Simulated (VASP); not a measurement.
Input of a VASP 6.6.1 run:

The input INCAR:

```
SYSTEM = Re
PREC = Accurate
ENCUT = 520
EDIFF = 1E-7
ISMEAR = -1
SIGMA = 0.05
LREAL = .FALSE.
LASPH = .TRUE.
NELM = 100
ALGO = Fast
ISIF = 2
LWAVE = .FALSE.
LCHARG = .FALSE.
LDIPOL = .TRUE.
IDIPOL = 3
DIPOL = 0.5 0.5 0.500
GGA = PS
IBRION = 2
NSW = 40
EDIFFG = -0.01
```

Contents of KPOINTS:

```
Automatic mesh
0
G
  8 8 1
  0 0 0
```

Contents of POSCAR:

```
Re
1.0
    2.7678463049      0.0000000000      0.0000000000
   -1.3839231524      2.3970252137      0.0000000000
    0.0000000000      0.0000000000     23.9295344977
Re
5
Selective dynamics
Direct
    0.6666666667      0.3333333333      0.3134202214  F F F
    0.0000000000      0.0000000000      0.4066492146  F F F
    0.6666666667      0.3333333333      0.5000000000  T T T
    0.3333333333      0.6666666667      0.5933507854  T T T
    0.6666666667      0.3333333333      0.6865797786  T T T
```

Potentials or basis: VASP PAW PBE potentials, release 64 (Re).

Launch:

```bash
$ cat potpaw_PBE.64/Re/POTCAR > POTCAR
$ mpirun -np 1 vasp_std > vasp.out
```

Task: Estimate the energy gained by relaxing.

Result: 22.9 meV/atom.

Final structure:
```
Re
1.0
     2.76785    0.00000    0.00000
    -1.38392    2.39703    0.00000
     0.00000    0.00000   23.92953
Re
5
Direct
  0.66667 0.33333 0.31342
  0.00000 0.00000 0.40665
  0.66667 0.33333 0.49875
  0.33333 0.66667 0.59371
  0.66667 0.33333 0.68083
```

Caveat: the bands computed are all filled at some k points, so no gap is given. Spin-orbit coupling is left out, which matters for the levels of Re.
